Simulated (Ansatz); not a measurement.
Runs of Ansatz 0.2.0 on Si2Mo. Symmetry: I4/mmm, No. 139, tetragonal system. The conventional cell has a = 3.200 Å, b = 3.200 Å, c = 7.861 Å, α = 90.00°, β = 90.00°, γ = 90.00°. Mo (site symmetry 4/mmm) is surrounded by 10 Si at 2.62 Å. Si (site symmetry 4mm) is surrounded by 5 Si at 2.61 to 2.63 Å and 5 Mo at 2.62 Å. 

```csv
task,level,cell,k mesh,cutoff (eV),smearing,mesh quality,gap on the mesh (eV),pressure (GPa),relaxed volume (Å³/atom),largest force (eV/Å)
relaxation of cell and atoms,revPBE+D3(BJ),relaxed,12 × 12 × 12,420,fermi-dirac 0.05 eV,not flagged,none,0.0,(a),-
relaxation of cell and atoms,RPBE,relaxed,12 × 12 × 12,420,fermi-dirac 0.05 eV,not flagged,none,0.0,13.75,-
relaxation of cell and atoms,r2SCAN+D4,relaxed,12 × 12 × 12,500,fermi-dirac 0.05 eV,not flagged,none,0.0,13.24,-
phonons,BLYP,as given,9 × 9 × 9,420,fermi-dirac 0.02 eV,not flagged,none,-,-,-
single point,PBEsol,as given,12 × 12 × 12,420,gaussian 0.05 eV,not flagged,none,(b),-,0.33
relaxation of cell and atoms,BLYP+D3(BJ),relaxed,12 × 12 × 12,420,fermi-dirac 0.05 eV,not flagged,-,0.0,13.11,-
single point,PBE,as given,12 × 12 × 12,420,gaussian 0.027 eV,not flagged,none,2.2,-,0.28
single point,r2SCAN0,as given,6 × 6 × 6,500,fermi-dirac 0.1 eV,coarse,none,-,-,0.53
```

Alike in all rows: potentials or basis Ansatz PAW; no spin polarisation.

Q: Estimate the missing entries.

A: (a) 12.84; (b) -2.7.

Caveats: some runs use coarse meshes; the PAW data sets come from PBE, with cores solved anew for the run's functional, which leaves a small shift of forces and pressure (some runs); the potentials were made for another functional, which shifts forces and pressure (some runs); the plane-wave basis is chosen anew once the cell has moved, so the energies of steps on either side of that aren't comparable (some runs); pairwise dispersion overbinds metals, which lowers pressure and volume (some runs).

A k mesh can miss the band edges, and the runs leave out spin-orbit coupling on Mo.

A gap of «none» marks a metal or a gap under the smearing width.

Not every run made on this cell is shown here.
